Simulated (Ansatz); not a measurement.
## Convergence test, Al$_{2}$Ru

Level of theory: Ansatz 0.2.0, DFT r2SCAN, scalar-relativistic, plane waves, PAW.

```
CELL_PARAMETERS angstrom
0.05292 3.99733 4.29016
2.41165 0.02287 4.29773
2.36293 3.97693 0.04688
ATOMIC_POSITIONS crystal
Al 0.08903 0.42592 0.08601
Al 0.44783 0.06240 0.37025
Al 0.18956 0.81713 0.15464
Al 0.77819 0.16980 0.89295
Ru 0.74018 0.74651 0.76424
Ru 0.50986 0.47072 0.48322
```

- Γ-centred k-mesh: 8×8×8
- occupation rule: Gaussian smearing, 0.01 eV
- spin treatment: unpolarised
- valence charge of the PAW sets: Al 3, Ru 16

The atoms are held and the plane-wave cutoff is swept. Energies are extrapolated to zero smearing and count from the reference run, 600 eV. The cell was strained and its atoms displaced at random, so that forces don't vanish. Pressure is positive in compression and holds a correction for the finite cutoff (Pulay stress).

Times are rough; the reference took 120 s on 1 thread of Arm Neoverse V2, with other jobs on the host, peak memory 1.1 GiB.

Problem. One run gave ΔE = 87.5 meV/atom and P = 12.17 GPa. Which plane-wave cutoff did it use, of 200, 250, 300, 350, 500?

Solution. 300 eV. All runs:

```
cutoff (eV)  ΔE (meV/atom) P (GPa) largest change of a force component (eV/Å) gap on mesh (eV) plane waves at Γ  wall time (s)
        200           3247     6.58                                       0.355             0.000               529             38
        250            596    12.31                                       0.169             0.104               723             46
        300           87.5    12.17                                       0.041             0.139               955             63
        350           11.6    11.80                                       0.008             0.142              1187             77
        500           0.75    11.75                                       0.001             0.143              2035            140
        600           0.00    11.75                                       0.000             0.143              2687            120
```